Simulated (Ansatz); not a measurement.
# Ionic part of the dielectric constant of BN at 2 GPa, mode by mode

Theory: Ansatz, DFT PBEsol, scalar-relativistic, plane waves, PAW. Plane waves to 420 eV; Γ-centred k mesh 12×12×12; fixed occupations. No spin polarisation. Phonons by linear response, acoustic sum rule imposed.

It takes space group R3m (No. 160, trigonal). Conventional cell: a = 2.500 Å, b = 2.500 Å, c = 9.552 Å, α = 90.00°, β = 90.00°, γ = 120.00°. Around B (site symmetry 3m) lie 3 N at 1.44 Å. Around N (site symmetry 3m) lie 3 B at 1.44 Å.

The crystal is built of layers and no dispersion correction was added, so the binding between them is poorly described, and with it their spacing and whatever depends on it.

The primitive cell has V = 17.23 Å³ and ε∞,zz = 2.910. Each polar mode adds Δε = (4.92064×10⁷/V)·S/ν² along z, with S its oscillator strength in e²/amu, ν in cm⁻¹ and V in Å³.

Problem. From these modes, find each Δε and ε0,zz.
```json
{"ν (cm⁻¹)": "737.0", "S_zz (e²/amu)": "0.09701"}
{"ν (cm⁻¹)": "1372.3", "S_zz (e²/amu)": "0.01281"}
```

Solution.
| ν (cm⁻¹) | Δε |
| --- | --- |
| 737.0 | 0.51 |
| 1372.3 | 0.02 |

The sum is 0.529, so ε0,zz = 3.44; the run's tensor has 3.44.

Problem. Where do the longitudinal modes lie for a wave vector along z?

Solution. At 798, 1377 cm⁻¹. The Lyddane–Sachs–Teller product Π(ν_LO/ν_TO)² = 1.18 matches ε0/ε∞ = 1.18.

This form isn't the usual stable structure of the compound at low pressure.

Cost: 1 run of about 1.3 core-minutes, on Arm Neoverse V2 (shared hosts).